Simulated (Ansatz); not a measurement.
**TiS2 from its elements: all-electron against pseudopotential results**

```yaml
crystal:
  lattice:
    - [3.41416, 0.00000, 0.00000]
    - [-1.70708, 2.95675, 0.00000]
    - [0.00000, 0.00000, 6.57524]
  atoms:
    - { symbol: Ti, position: [0.00000, 0.00000, 0.00000] }
    - { symbol: S, position: [0.33333, 0.66667, 0.21593] }
    - { symbol: S, position: [0.66667, 0.33333, 0.78407] }
```

The cell comes from a relaxation on PAW files under the same functional, begun from a database entry that needn't be the ground state.

Computed with Ansatz 0.2.0; functional PBE, scalar-relativistic. Settings: a Γ-centred 12×12×7 k mesh, Fermi–Dirac smearing of 0.05 eV, no spin polarisation. Methods: LAPW: all electrons, basis error target 0.5 meV/atom; PAW: frozen-core files, cutoff 420 eV.

The elements are taken as S S6 rings, Ti hcp, each relaxed on PAW files under the same functional and computed by the same method as the compound; zero-point and thermal terms are left out. PBE lacks dispersion, which leaves layered or molecular solids underbound, be they references or the compound itself. S6 rings stand in for α-S8.

The relaxed volume lies +16 % from the database entry's, so this cell isn't the real material's; missing dispersion or a faulty entry can cause that.

Task: What is the formation energy by LAPW, and how far do the other methods lie from it?

Result: -1.347 eV/atom; PAW -1.7 meV/atom. The compound is bound against these elements; other compounds of the system weren't compared.

Task: Give the LAPW value for one formula unit in kJ/mol.

Result: -1.347 eV/atom × 3 atoms × 96.485 kJ/(mol·eV) = -389.9 kJ/mol, at zero temperature and without zero-point motion.
